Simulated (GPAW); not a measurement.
**Ti3Al in GPAW: convergence with plane-wave cutoff (eV)**

Input of the first run (plane-wave cutoff (eV) 200); the others differ in this setting and in those tied to it:

run.py

```python
from ase.dft.bandgap import bandgap
from ase.io import read, write
from ase.units import GPa
from gpaw import GPAW, PW

atoms = read('Ti3Al.xyz')

calc = GPAW(mode=PW(200),
            xc='LDA',
            kpts={'size': (6, 6, 2), 'gamma': True},
            occupations={'name': 'fermi-dirac', 'width': 0.05},
            nbands=37,
            convergence={'density': 1e-05, 'energy': 1e-05},
            maxiter=100,
            txt='gpaw.txt')
atoms.calc = calc
energy = atoms.get_potential_energy()
forces = atoms.get_forces()
stress = atoms.get_stress()
calc.write('gs.gpw')
write('result.traj', atoms)
print(f'Energy: {energy:.6f} eV')
print('Forces (eV/A):')
print(forces.round(4))
print('Stress (GPa):', (stress / GPa).round(3))
print('Fermi level:', round(calc.get_fermi_level(), 4), 'eV')
print(f'Gap: {bandgap(calc)[0]:.4f} eV, direct: {bandgap(calc, direct=True)[0]:.4f} eV')
```

File Ti3Al.xyz:

```xyz
4
Lattice="2.9275422229 0.0000000000 0.0000000000 -1.4637711114 2.5353259357 0.0000000000 0.0000000000 0.0000000000 9.2263620000" Properties=species:S:1:pos:R:3 pbc="T T T"
Ti    -0.0000000001      1.6902172906      2.3011100410
Ti    -0.0000000001      1.6902172906      6.9252519590
Ti     1.4637711116      0.8451086451      0.0000000000
Al     1.4637711116      0.8451086451      4.6131810000
```

Potentials or basis: the program's PAW data sets (release 1.2.1) made for this functional, pw.

Run with:

```console
$ OMP_NUM_THREADS=1 python run.py
```

The cell comes from a database or a generator and needn't be the stable form of this composition.

Hardware: 1 thread of Intel(R) Xeon(R) 6975P-C (Granite Rapids), with other jobs on the host.

```tsv
plane-wave cutoff (eV)	energy less the tightest run, at zero smearing (meV/atom)	pressure (GPa)	largest force (eV/Å)	SCF cycles	CPU time (s)	peak memory (GiB)
200	593.14	-27.53	0.143	15	5.5	0.13
250	311.47	-8.71	0.077	15	7.4	0.14
300	229.11	-10.65	0.073	15	8	0.14
350	127.62	-10.25	0.062	15	9.8	0.15
400	71.23	-8.25	0.071	15	11	0.16
500	45.47	-6.97	0.061	15	14	0.17
600	30.65	-7.33	0.063	15	24	0.19
800	4.82	-6.93	0.062	15	26	0.22
1000	0.00	-6.68	0.062	15	47	0.29
```

Against the tightest run, the largest force stays within 0.005 eV/Å from 500 on. Not settled before the last step: the energy (to 1 meV/atom), the pressure (to 0.1 GPa). The tightest run that finished is the yardstick and may itself not be fully converged.

Caveat, for the tightest run too: the k mesh is coarse (spacing up to 0.41 Å⁻¹), so the values aren't converged.
